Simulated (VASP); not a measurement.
Wanted: the native input for a VASP 6.6.1 run.

| Property | Result |
| --- | --- |
| Task | relaxation of the atoms |
| Functional | LDA |
| Potentials or basis | VASP PAW LDA potentials, release 64 (Rb_sv, Cl) |
| Cutoff | 600 eV |
| k mesh | 8 × 8 × 8 |
| Occupations | gaussian, width 0.03 eV |
| Spin | no spin polarisation |
| Further INCAR settings | ALGO = Normal; EDIFF = 1e-07; IBRION = 2; EDIFFG = -0.01; NSW = 40 |

The structure of RbCl lies in POSCAR:

```
RbCl                                    
1.0
   -0.0000000000      3.1500522196      3.1500522196
    3.1500522196     -0.0000000000      3.1500522196
    3.1500522196      3.1500522196      0.0000000000
  Rb              Cl            
     1     1
Direct
     0.0000000000000000    0.0000000000000000    0.0000000000000000
     0.5000000000000000    0.5000000000000000    0.5000000000000000
```

The cell isn't the ideal one: a relaxed cell with its volume scaled by 0.96.

These files were run (other wordings do the same):

INCAR

```
SYSTEM = RbCl
PREC = Accurate
ENCUT = 600
EDIFF = 1E-7
ISMEAR = 0
SIGMA = 0.03
LREAL = .False.
LASPH = .True.
NELM = 80
ALGO = Normal
ISIF = 2
LWAVE = .False.
LCHARG = .False.
IBRION = 2
NSW = 40
EDIFFG = -0.01
```

KPOINTS

```
regular mesh
0
Gamma
  8 8 8
  0 0 0
```

Potentials or basis: VASP PAW LDA potentials, release 64 (Rb_sv, Cl).

Launch:

```bash
$ cat potpaw_LDA.64/Rb_sv/POTCAR potpaw_LDA.64/Cl/POTCAR > POTCAR
$ mpirun -np 1 vasp_std > vasp.out
```

Results of the run:

```json
{"Pressure after relaxing": "1.0 GPa", "Band gap on the k mesh": "4.98 eV, direct"}
```

Caveat: the relaxation stopped at its first step, so nothing moved.

Wall time 8.8 s on 1 thread of Intel(R) Xeon(R) 6975P-C (Granite Rapids) (shared host), peak memory 0.18 GiB.
